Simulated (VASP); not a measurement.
A run of VASP 6.6.1:

POSCAR

```
CdTe
1.0
    3.7610754505      0.0000000000      0.0000000000
    0.0000000000      3.7610754505      0.0000000000
    0.0000000000      0.0000000000      3.7610754505
Cd Te
1 1
Direct
    0.0000000000      0.0000000000      0.0000000000
    0.5000000000      0.5000000000      0.5000000000
```

Contents of INCAR.step1:

```
PREC = Accurate
ENCUT = 520
ISMEAR = -1
SIGMA = 0.02
LREAL = F
LASPH = T
NELM = 100
NBANDS = 16
GGA = PE
ALGO = Normal
EDIFF = 1E-4
LWAVE = T
LCHARG = F
```

Contents of INCAR.step2:

```
PREC = Accurate
ENCUT = 520
EDIFF = 1E-6
ISMEAR = -1
SIGMA = 0.02
LREAL = F
LASPH = T
NELM = 100
ALGO = Normal
ISIF = 2
LWAVE = F
LCHARG = T
METAGGA = R2SCAN
LMIXTAU = T
LELF = T
LVHAR = T
NBANDS = 16
ISTART = 1
```

The input KPOINTS:

```
Automatic mesh
0
Gamma
  6 6 6
```

Potentials or basis: VASP PAW PBE potentials, release 64 (Cd, Te).

Run with:

```console
$ cat potpaw_PBE.64/Cd/POTCAR potpaw_PBE.64/Te/POTCAR > POTCAR
$ cp INCAR.step1 INCAR
$ mpirun -np 1 vasp_std > vasp.out
$ cp INCAR.step2 INCAR
$ mpirun -np 1 vasp_std > vasp.out
```

Hardware: 1 thread of Intel(R) Xeon(R) 6975P-C (Granite Rapids), with other jobs on the host.

Question: Estimate the wall time of this run.

Answer: It took 28 s on 1 thread of Intel(R) Xeon(R) 6975P-C (Granite Rapids) (shared host), peak memory 0.16 GiB. Counts: scf iterations 9, k points 20.
